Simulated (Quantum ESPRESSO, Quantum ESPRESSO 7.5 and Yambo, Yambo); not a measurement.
# Beyond one shot: NaF (Villiaumite)

Wanted: G0W0 and self-consistent gaps of NaF (Villiaumite), with the cost of the cycles.

Calculated with Quantum ESPRESSO 7.5 and Yambo 5.3.0; PBE and many-body steps on it, plane waves.

The database entry behind the starting cell differs from later determinations by our own check (0.1 to 0.3 % short, probably kX units), so it need not match the best structure at ambient conditions.

**1. Starting point**

The structure is cubic, space group Fm-3m (No. 225). The conventional cell has a = 4.620 Å, b = 4.620 Å, c = 4.620 Å, α = 90.00°, β = 90.00°, γ = 90.00°. Nearest to Na lie 6 F at 2.31 Å. Nearest to F lie 6 Na at 2.31 Å. Farther neighbours and most contacts between anions are not listed.

The cell and positions come from the Crystallography Open Database and are kept as given unless a step says otherwise.

**2. Empty states on the mesh, 4×4×4 mesh, 110 bands**

This step: Quantum ESPRESSO 7.5; DFT, PBE, plane waves, norm-conserving pseudopotentials.

The sums over transitions need many empty states on a uniform mesh; this step solves for them.

Input file pw.in:

```
&control
  calculation = 'nscf'
  prefix = 'x'
  outdir = 'o'
  pseudo_dir = 'pseudo'
/
&system
  ibrav = 0
  nat = 2
  ntyp = 2
  ecutwfc = 76.0
  nbnd = 110
  force_symmorphic = .true.
/
&electrons
  conv_thr = 1e-9
  electron_maxstep = 80
  diago_full_acc = .true.
  diago_thr_init = 5e-6
/
ATOMIC_SPECIES
  Na 22.99 Na.upf
  F 18.998 F.upf
CELL_PARAMETERS angstrom
  -0.0000000000 2.3100000000 2.3100000000
  2.3100000000 0.0000000000 2.3100000000
  2.3100000000 2.3100000000 0.0000000000
ATOMIC_POSITIONS crystal
  Na 0.0000000000 0.0000000000 0.0000000000
  F 0.5000000000 0.5000000000 0.5000000000
K_POINTS automatic
  4 4 4 0 0 0
```

Launch:

```
OMP_NUM_THREADS=1 mpirun -n 4 pw.x -nk 4 -in pw.in > pw.out
```

Output:

```text
Program PWSCF v.7.5 starts

     This program is part of the open-source Quantum ESPRESSO suite
     for quantum simulation of materials; please cite
         "P. Giannozzi et al., J. Phys.:Condens. Matter 21 395502 (2009);
         "P. Giannozzi et al., J. Phys.:Condens. Matter 29 465901 (2017);
         "P. Giannozzi et al., J. Chem. Phys. 152 154105 (2020);
     in publications or presentations arising from this work. More details at

     Atomic positions and unit cell read from directory:
     o/x.save/

     Message from routine setup:
[...]
k =-0.3536-0.3536 0.3536 (  1850 PWs)   bands (ev):

[...]
126.6128 128.0392 129.8384 130.8058 130.8058 131.4773 131.7114 131.7114
   137.5099 137.5099 137.9290 137.9290 138.1243 139.6506 143.0335 143.0335
   143.1587 143.1587 143.3290 143.5158 147.5700 148.8606

          k = 0.3536 0.0000 0.0000 (  1876 PWs)   bands (ev):

     [... further k-points ...]

     highest occupied, lowest unoccupied level (ev):     0.9991    7.3887

     XML data file, pseudopotentials, collected wavefunctions

=------------------------------------------------------------------------------=
   JOB DONE.
=------------------------------------------------------------------------------=
```

Run time: 3.6 s. Hardware: 4 MPI ranks of Arm Neoverse V1, shared host; peak memory 0.25 GiB; 14 s of CPU time.

This step gave:

- gap: 6.390 eV
- k of the valence top: 0, 0, 0
- k of the conduction bottom: 0, 0, 0
- least direct gap: 6.390 eV
- k points computed: 8
- lowest point of the top converged band, above the valence top: 138.6034 eV

On this mesh the gap is 6.390 eV.

The density comes from a self-consistent run that is not shown.

**3. Conversion and set-up**

This step: Yambo 5.3.0; conversion and set-up on PBE, plane waves, norm-conserving pseudopotentials.

The states are converted to the many-body program's format and the q mesh is built.

Launch:

```
(cd o/x.save; p2y > p2y.log; mv SAVE ../..); yambo > setup.log
```

Output:

```text
 Yambo, version 5.3.0

 [02] CORE Variables Setup
 =========================

  [02.01] Unit cells
  ==================

  Cell kind             :  FCC
  Atoms in the cell     :  Na  F
  number of Na atoms    :  1
  number of F  atoms    :  1

  List of atomic masses
  Mass of Na    :  22.99000
  Mass of F     :  18.99800

  List of atomic coordinates    : [cc]
  Na1       :  0.000000  0.000000  0.000000  order 1
  F1       :  4.365267  4.365267  4.365267  order 2

  Alat factors          :  4.365267  4.365267  4.365267 [a.u.]
  Direct lattice volume :  166.3652 [a.u.]
[...]
==========================================

 IBZ Q-points                                      :   8
 BZ  Q-points                                      :   64

 K/Q-points units:
 rlu = crystal or reduced units; cc = cartesian coordinates; iku = interal k-units

 Q [1]          [rlu]:  0.000000  0.000000  0.000000
 Q [2]          [rlu]: -0.32585E-20 -0.32585E-20  0.25000
 Q [3]          [rlu]: -0.72449E-16  0.10818E-16 -0.50000
[...]
Q [7]          [rlu]: -0.57890E-16 -0.50000     -0.50000
 Q [8]          [rlu]:  0.250000 -0.500000 -0.250000

  [03.01] X indexes
  =================

   [03.01.01] Sigma indexes
   ========================

 [06] Game Over & Game summary
```

Elapsed: 1.9 s, on 1 MPI rank; peak memory 0.24 GiB.

**4. G0W0**

Now the one-shot GW correction: screening in the RPA, then the self-energy of the levels asked for.

This step: G0W0 on PBE, plane waves, norm-conserving pseudopotentials.

Input file gw1.in:

```
HF_and_locXC
gw0
dyson
ppa
em1d
rim_cut
RandQpts= 1000000
RandGvec= 1 RL
EXXRLvcs= 76 Ry
VXCRLvcs= 304 Ry
Chimod= "HARTREE"
% BndsRnXp
 1 | 110 |
%
NGsBlkXp= 15.5 Ry
% LongDrXp
 1 | 1 | 1 |
%
% GbndRnge
 1 | 110 |
%
DysSolver= "n"
ExtendOut
PPAPntXp= 27.21138 eV
% QPkrange
 1 | 1 | 7 | 10 |
%
```

Launch:

```
OMP_NUM_THREADS=1 mpirun -n 4 yambo -F gw1.in -J gw1 -C gw1 > gw1.log
```

Output:

```text
 Yambo, version 5.3.0

 [02] CORE Variables Setup
 =========================

  [... cell, symmetries and grids as in the set-up ...]

  [02.05] Energies & Occupations
  ==============================

  [X] === General ===
  [X] Electronic Temperature                        :  0.000000  0.000000 [eV K]
  [X] Bosonic    Temperature                        :  0.000000  0.000000 [eV K]
  [X] Finite Temperature mode                       : no
  [X] El. density                                   :  0.64901E+24 [cm-3]
  [X] Fermi Level                                   :  0.999133 [eV]

  [X] === Gaps and Widths ===
  [X] Conduction Band Min                           :  6.389538 [eV]
  [X] Valence Band Max                              :  0.000000 [eV]
  [X] Filled Bands                                  :   8
  [X] Empty Bands                                   :    9  110
  [X] Direct Gap                                    :  6.389538 [eV]
  [X] Direct Gap localized at k                     :  1
  [X] Indirect Gap                                  :  6.389538 [eV]
  [X] Indirect Gap between kpts                     :  1  1
  [X] Last valence band width                       :  0.572771 [eV]
  [X] 1st conduction band width                     :  6.932249 [eV]

 [03] Transferred momenta grid and indexing
 ==========================================

 IBZ Q-points                                      :   8
 BZ  Q-points                                      :   64

 K/Q-points units:
 rlu = crystal or reduced units; cc = cartesian coordinates; iku = interal k-units

 Q [1]          [rlu]:  0.000000  0.000000  0.000000
 Q [2]          [rlu]: -0.32585E-20 -0.32585E-20  0.25000
 Q [3]          [rlu]: -0.72449E-16  0.10818E-16 -0.50000
 Q [4]          [rlu]:  0.28945E-16  0.25000      0.25000
 Q [5]          [rlu]:  0.44697E-16  0.25000      0.50000
 Q [6]          [rlu]:  0.49384E-16  0.25000     -0.25000
 Q [7]          [rlu]: -0.57890E-16 -0.50000     -0.50000
 Q [8]          [rlu]:  0.250000 -0.500000 -0.250000

 [04] Coloumb potential Random Integration (RIM)
 ===============================================

  [04.01] RIM initialization
  ==========================

  * Diagonal components only detected *

  8 x (sBL volume)        :  0.186375 [a.u.]
  sBZ random points       :  1000000
  Points outside the sBZ  :   7987327
  RL volume               :  1.490998 [a.u.]
  Integrated volume       :  1.493364 [a.u.]

  [04.02] RIM integrals
  =====================

  Gamma point sphere radius             :  0.103613 [a.u.]
  Points outside the sphere             :   799513
  [Int_sBZ(q=0) 1/q^2]*(Vol_sBZ)^(-1/3) =:  7.764325
                                 should be <:  7.795600

  Summary of Coulomb integrals for non-metallic bands |Q|[au] RIM/Bare

  Q [1] 0.100000E-4 0.995988 * Q [2] 0.311630 1.066317
  Q [4] 0.359840 1.064767 * Q [6] 0.508890 1.027506
  Q [5] 0.596727 1.020475 * Q [3] 0.623261 1.018268
  Q [7] 0.719679 1.014976 * Q [8] 0.804626 1.011959

 [05] Dipoles
 ============

  [05.01] Setup: observables and procedures
  =========================================

 [06] Dynamic Dielectric Matrix (PPA)
 ====================================

 [WR./gw1//ndb.pp]---------------------------------------------------------------
  Brillouin Zone Q/K grids (IBZ/BZ)                :    8   64    8   64
  RL vectors                                       :  2421 [WF]
  Coulomb cutoff potential                         : none
  Electronic Temperature                           :  0.000000 [K]
  Bosonic    Temperature                           :  0.000000 [K]
  PPA    diel. fun.  energies                      : Perdew, Burke & Ernzerhof(X)+Perdew, Burke & Ernzerhof(C)
  wavefunctions                                    : Perdew, Burke & Ernzerhof(X)+Perdew, Burke & Ernzerhof(C)
  Global Gauge                                     : length
  X matrix size                                    :  181
  X band range                                     :    1  110
  X e/h energy range                               : -1.000000 -1.000000 [eV]
  X Time ordering                                  : R
  X Hxc Kernel                                     : HARTREE
  X Drude frequency                                :  0.000000  0.000000
  X poles                                          :  100.0000 [o/o]
  RL vectors in the sum                            :  2421
  [r,Vnl] included                                 : yes
  Field direction                                  :  0.577350E-5  0.577350E-5  0.577350E-5
  BZ energy Double Grid                            : no
  BZ energy DbGd points                            : 0
  BZ Q point size factor                           : -1.000000
  X Optical Averaged directions                    : none

 [07] Local Exchange-Correlation + Non-Local Fock
 ================================================

 [VXC] Plane waves :  14841
 [EXS] Plane waves :  1893

 QP @ state[ 1 ] K range:  1  1
 QP @ state[ 1 ] b range:   7  10

 [xc] Functional : Perdew, Burke & Ernzerhof(X)+Perdew, Burke & Ernzerhof(C)
 [xc] LIBXC used to calculate xc functional
  PP Number of Atomic Species                      :  2
  NLCC RL compoments                               :  14841
  PP Number of Atomic Species                      :  2
  NLCC RL compoments                               :  14841

 [xc] E_xc :  -11.60150 [Ha]
      E_xc :  -23.20301 [Ry]

  Local XC kind (lXC) : Perdew, Burke & Ernzerhof(X)+Perdew, Burke & Ernzerhof(C)
  Non-Local XC kind (nlXC) : Hartree-Fock

  Corrections @ K [1] :  [eV]
 <7|nlXC|7> = -30.11354 -0.13586E-16 <7|lXC|7> = -22.50818 -0.75527E-15
 <8|nlXC|8> = -30.11378  0.14289E-16 <8|lXC|8> = -22.50818 -0.31898E-19
 <9|nlXC|9> = -5.315461  0.13385E-17 <9|lXC|9> = -9.464772  0.19026E-18
 <10|nlXC|10> = -2.175683  0.35974E-18 <10|lXC|10> = -7.168824  0.14163E-15

 [08] Dyson equation: Newton solver
 ==================================

  [08.01] G0W0 (W PPA)
  ====================

  [  GW  ] Bands range     :    1  110
  [GW/PPA] G damping       :  0.100000 [eV]

  QP @ state[ 1 ] K range:  1  1
  QP @ state[ 1 ] b range:   7  10

   Sc/G bands                                       :    1  110
   Sc/G damping                                     :  0.100000 ev
   Sc bands terminator                              : no
   Sx RL components                                 :  1893

   QP @ state[ 1 ] K range                          :  1  1
   QP @ state[ 1 ] b range                          :   7  10
   GF energies kind                                 : Perdew, Burke & Ernzerhof(X)+Perdew, Burke & Ernzerhof(C)
   GF WF`s kind                                     : Perdew, Burke & Ernzerhof(X)+Perdew, Burke & Ernzerhof(C)
   Xs energies kind                                 : Perdew, Burke & Ernzerhof(X)+Perdew, Burke & Ernzerhof(C)
   Xs WF`s kind                                     : Perdew, Burke & Ernzerhof(X)+Perdew, Burke & Ernzerhof(C)

 [11] Game Over & Game summary
```

Run time: 23 s. Hardware: 4 MPI ranks; peak memory 1.3 GiB.

Numbers from this step:

* G0W0 gap on the points computed: 10.48 eV
* starting gap on the mesh: 6.390 eV
* k of the valence top: 0, 0, 0
* k of the conduction bottom: 0, 0, 0
* least direct G0W0 gap on the computed points: 10.48 eV
* Z at the valence top: 0.8228
* Z at the conduction bottom: 0.9041

The gap on the mesh goes from 6.39 eV to 10.48 eV, a correction of +4.09 eV.

**5. evGW0, cycle 1**

This step: evGW0 on PBE, plane waves, norm-conserving pseudopotentials.

gw3.in, as its differences from gw1.in of step 4:

```diff
@@ -25,3 +25,4 @@
 % QPkrange
- 1 | 1 | 7 | 10 |
+ 1 | 8 | 6 | 12 |
 %
+GfnQPdb= "E < ./gw2/ndb.QP"
```

Launch:

```
OMP_NUM_THREADS=1 mpirun -n 4 yambo -F gw3.in -J gw3,gw1_W -C gw3 > gw3.log
```

Output:

```text
 Yambo, version 5.3.0

 [02] CORE Variables Setup
 =========================

  [... cell, symmetries and grids as in the set-up ...]

  [02.05] Energies & Occupations
  ==============================

  [X] === General ===
  [X] Electronic Temperature                        :  0.000000  0.000000 [eV K]
  [X] Bosonic    Temperature                        :  0.000000  0.000000 [eV K]
  [X] Finite Temperature mode                       : no
  [X] El. density                                   :  0.64901E+24 [cm-3]
  [X] Fermi Level                                   :  0.999133 [eV]

  [X] === Gaps and Widths ===
  [X] Conduction Band Min                           :  6.389538 [eV]
  [X] Valence Band Max                              :  0.000000 [eV]
  [X] Filled Bands                                  :   8
  [X] Empty Bands                                   :    9  110
  [X] Direct Gap                                    :  6.389538 [eV]
  [X] Direct Gap localized at k                     :  1
  [X] Indirect Gap                                  :  6.389538 [eV]
  [X] Indirect Gap between kpts                     :  1  1
  [X] Last valence band width                       :  0.572771 [eV]
  [X] 1st conduction band width                     :  6.932249 [eV]

 [03] Transferred momenta grid and indexing
 ==========================================

 IBZ Q-points                                      :   8
 BZ  Q-points                                      :   64

 K/Q-points units:
 rlu = crystal or reduced units; cc = cartesian coordinates; iku = interal k-units

 Q [1]          [rlu]:  0.000000  0.000000  0.000000
 Q [2]          [rlu]: -0.32585E-20 -0.32585E-20  0.25000
 Q [3]          [rlu]: -0.72449E-16  0.10818E-16 -0.50000
[...]
[G+QP] Direct Gap localized at k                  :  1
  [G+QP] Indirect Gap                               :  10.47792 [eV]
  [G+QP] Indirect Gap between kpts                  :  1  1
  [G+QP] Last valence band width                    :  0.740336 [eV]
  [G+QP] 1st conduction band width                  :  7.708702 [eV]

  [coarse-grid] Minimum Bare Gap        [ev]:  6.389538
  [coarse-grid] Minimum Gap Correction  [ev]:  4.088377

  Eqp @ K [1]
   -59.1592     -24.0318     -23.8206     -23.8206     -23.8206    -0.374873E-3   0.00000    -0.345951E-3
   10.47757  23.61634  23.61586  23.61613  26.89615  29.28655  29.28655  32.07037
  Eqp @ K [2]
  -59.15061 -24.62267 -23.82881 -23.82881 -23.14671  -1.12167  -0.17106  -0.17097
[...]
Eqp @ K [3]
[...]
Eqp @ K [4]
[...]
Eqp @ K [5]
[...]
[... 2 further k-points ...]
  Eqp @ K [8]
  -59.13663 -24.37893 -23.94446 -23.94446 -23.18505  -1.11902  -1.11906  -0.74068
   17.93552  17.93542  20.21706  21.80393  28.65652  28.65652  32.20087  33.55416

 [07] Dipoles
 ============

  [07.01] Setup: observables and procedures
  =========================================

 [08] Dynamic Dielectric Matrix (PPA)
 ====================================

   Sc/G bands                                       :    1  110
   Sc/G damping                                     :  0.100000 ev
   Sc bands terminator                              : no
   Sx RL components                                 :  1893

   QP @ state[ 1 ] K range                          :   1   8
   QP @ state[ 1 ] b range                          :   6  12
   GF energies kind                                 : Perdew, Burke & Ernzerhof(X)+Perdew, Burke & Ernzerhof(C)+ E < ./gw2/ndb.QP + @E Fit
   GF WF`s kind                                     : Perdew, Burke & Ernzerhof(X)+Perdew, Burke & Ernzerhof(C)
   Xs energies kind                                 : Perdew, Burke & Ernzerhof(X)+Perdew, Burke & Ernzerhof(C)
   Xs WF`s kind                                     : Perdew, Burke & Ernzerhof(X)+Perdew, Burke & Ernzerhof(C)

 [13] Game Over & Game summary
```

Wall time 2.1 min (4 MPI ranks); peak memory 1.2 GiB; 8.3 min of CPU time.

Numbers from this step:

| Item | Value |
| --- | --- |
| quasiparticle gap on the mesh | 10.79 eV |
| gap of the density functional on the mesh | 6.390 eV |
| k of the valence top | 0, 0, 0 |
| k of the conduction bottom | 0, 0, 0 |
| least direct quasiparticle gap on the computed points | 10.79 eV |
| Z at the valence top | 0.8272 |
| Z at the conduction bottom | 0.9225 |

Against G0W0 in Yambo (4×4×4 mesh, 110 bands, screening to 210.9 eV, Godby-Needs plasmon pole), the gap moves by +0.310 eV.

The program's own table gives 11.104 eV, which is too large where the input levels are shifted: this version takes Σc at the unshifted level E₀, yet steps from the shifted one. The value above is the Newton step from E₀, E₀ + Z(Σc + Σx − Vxc), rebuilt from the printed columns.

**6. evGW0, cycle 2**

The corrected levels of the last cycle go back in.

gw4.in, as its differences from gw3.in of step 5:

```diff
@@ -27,2 +27,2 @@
 %
-GfnQPdb= "E < ./gw2/ndb.QP"
+GfnQPdb= "E < ./gw3_fix/ndb.QP"
```

Launch:

```
OMP_NUM_THREADS=1 mpirun -n 4 yambo -F gw4.in -J gw4,gw1_W -C gw4 > gw4.log
```

Output:

```text
 Yambo, version 5.3.0

 [02] CORE Variables Setup
 =========================

  [... cell, symmetries and grids as in the set-up ...]

  [02.05] Energies & Occupations
  ==============================

  [X] === General ===
  [X] Electronic Temperature                        :  0.000000  0.000000 [eV K]
  [X] Bosonic    Temperature                        :  0.000000  0.000000 [eV K]
  [X] Finite Temperature mode                       : no
  [X] El. density                                   :  0.64901E+24 [cm-3]
[...]
Sx RL components                                 :  1893

   QP @ state[ 1 ] K range                          :   1   8
   QP @ state[ 1 ] b range                          :   6  12
   GF energies kind                                 : Perdew, Burke & Ernzerhof(X)+Perdew, Burke & Ernzerhof(C)+ E < ./gw2/ndb.QP + @E Fit+ E < ./gw3_fix/
   GF WF`s kind                                     : Perdew, Burke & Ernzerhof(X)+Perdew, Burke & Ernzerhof(C)
   Xs energies kind                                 : Perdew, Burke & Ernzerhof(X)+Perdew, Burke & Ernzerhof(C)
   Xs WF`s kind                                     : Perdew, Burke & Ernzerhof(X)+Perdew, Burke & Ernzerhof(C)

 [13] Game Over & Game summary
```

Wall time 2.1 min (4 MPI ranks); peak memory 1.2 GiB; 8.2 min of CPU time.

Numbers from this step:

* quasiparticle gap on the mesh: 10.81 eV
* gap of the density functional on the mesh: 6.390 eV
* k of the valence top: 0, 0, 0
* k of the conduction bottom: 0, 0, 0
* least direct quasiparticle gap on the computed points: 10.81 eV

Against the cycle before, the gap moves by +0.022 eV.

The program's own table gives 11.145 eV, which is too large where the input levels are shifted: this version takes Σc at the unshifted level E₀, yet steps from the shifted one. The value above is the Newton step from E₀, E₀ + Z(Σc + Σx − Vxc), rebuilt from the printed columns.

(Part 1 of 2 ends here.)

[Paths, hosts, dates, memory and timing lines, banners, echoed tables and standing remarks are left out of the program output.]

[Logs are printed without paths, hosts, clocks, repeated set-up lines and the standing remarks that a program may print on its own settings, such as how far it seeks lower states.]

[Runs of the session that timed out or met a known fault of the program may be left out.]

[Hosts, paths, dates, database ids (printed as entryN), source tags and the programs' standing remarks are cut or masked in the printed files.]
